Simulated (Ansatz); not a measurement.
**HgTe in Ansatz: convergence with xc grid**

Crystal: HgTe.

```xyz
2
Lattice="0.0000 3.1800 3.1800 3.1800 0.0000 3.1800 3.1800 3.1800 0.0000" Properties=species:S:1:pos:R:3 pbc="T T T"
Hg    0.0000    0.0000    0.0000
Te    3.1800    3.1800    3.1800
```

Measurements of this composition are mostly on another form, of space group No. 216.

| Item | Value |
| --- | --- |
| Program | Ansatz 0.2.0 |
| Task | convergence study |
| Functional | PBE |
| Potentials or basis | all-electron LAPW, scalar-relativistic |
| Cutoff | 187 eV (chosen from the basis error) |
| Basis error allowed | 0.001 eV/atom |
| k mesh | 7 × 7 × 7 |
| Occupations | fermi-dirac, width 0.05 eV |
| Spin | no spin polarisation |

These are the settings of the first run; the series varies xc grid, with any setting tied to it.

Hardware: 1 thread of Arm Neoverse V2, with other jobs on the host.

| xc grid | energy less the tightest run, at zero smearing (meV/atom) | SCF cycles | CPU time (s) | peak memory (GiB) |
| --- | --- | --- | --- | --- |
| 1 | 0.00 | 10 | 7.3 | 0.3 |
| 2 | 0.00 | 10 | 7.4 | 0.3 |
| 3 | 0.00 | 10 | 7.3 | 0.3 |
| 4 | 0.00 | 10 | 8 | 0.3 |

Against the tightest run, the energy stays within 1 meV/atom from 1 on. The tightest run that finished is the yardstick and may itself not be fully converged.

The run has no spin-orbit coupling, so splittings on Hg, Te are missing.
